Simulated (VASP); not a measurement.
Crystal: CrO2.

```
Cr O
1.0
     2.77988    0.00000    0.00000
    -1.38994    2.40745    0.00000
     0.00000    0.00000    4.48452
Cr O
1 2
Direct
  0.00000 0.00000 0.00000
  0.33333 0.66667 0.25200
  0.66667 0.33333 0.74800
```

Measurements of this composition are mostly on another form, of space group No. 136.

Program: VASP 6.6.1. Alike in all runs: task single point; potentials or basis VASP PAW PBE potentials, release 64 (Cr_pv, O); cell as given; k mesh 8 × 8 × 4; cutoff (eV) 520; smearing gaussian 0.05 eV.

Problem. Order these runs on this cell by their pressure, lowest first.
A. level r2SCAN+U; spin collinear, ferromagnetic start; U Cr d U = 7 eV
B. level PBE+U; spin collinear, random start; U Cr d U = 7 eV
C. level PBE+U; spin off; U Cr d U = 3 eV

Solution. C (-10.0 GPa), B (17.9 GPa), A (20.0 GPa).

Caveats: a cell with one magnetic atom can't hold antiferromagnetic order, which such compounds often take (some runs); U without spin polarisation on a metal has little footing (some runs); the PAW data sets were made with another functional, which shifts forces and pressure a little (some runs).
